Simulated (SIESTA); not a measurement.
MnO:

```
CELL_PARAMETERS angstrom
0.00000 2.22391 2.22391
2.22391 0.00000 2.22391
2.22391 2.22391 0.00000
ATOMIC_POSITIONS crystal
Mn 0.00000 0.00000 0.00000
O 0.50000 0.50000 0.50000
```

The cell is a database's computed one.

Base run:

* Program: SIESTA 5.4.2
* Functional: PBE
* Potentials or basis: PseudoDojo 0.4 standard (PBE files)
* Basis: TZP (energy shift 0.01 Ry)
* Grid cutoff: 800 Ry
* Energy shift: 0.01 Ry
* k mesh: 10 × 10 × 10
* Occupations: fermi-dirac, width 0.05 eV
* Spin: collinear spin, ferromagnetic start
* Starting moments: [4.0, 0.0] μB

Its results: band gap on the k mesh none (metal or under the smearing width); pressure 0.3 GPa; net moment 4.89 μB per cell; site moments Mn +4.67; O +0.21 μB.

Question: The run is repeated on the same cell with these changes: basis from TZP (energy shift 0.01 Ry) to DZP (energy shift 0.01 Ry). What comes out?

Answer: Band gap on the k mesh none (metal or under the smearing width); pressure 1.3 GPa; net moment 4.90 μB per cell; site moments Mn +4.71; O +0.19 μB.

Caveats: semicore shells carry a single zeta, which can move pressures by several GPa and volumes by a few percent; the basis of atomic orbitals isn't converged, which shifts pressures, moduli and gaps; a cell with one magnetic atom can't hold antiferromagnetic order, which such compounds often take; semilocal functionals often make such compounds metallic where correlation or magnetic order opens a gap, which also shifts bond lengths.

Not every run made on this cell is shown here.
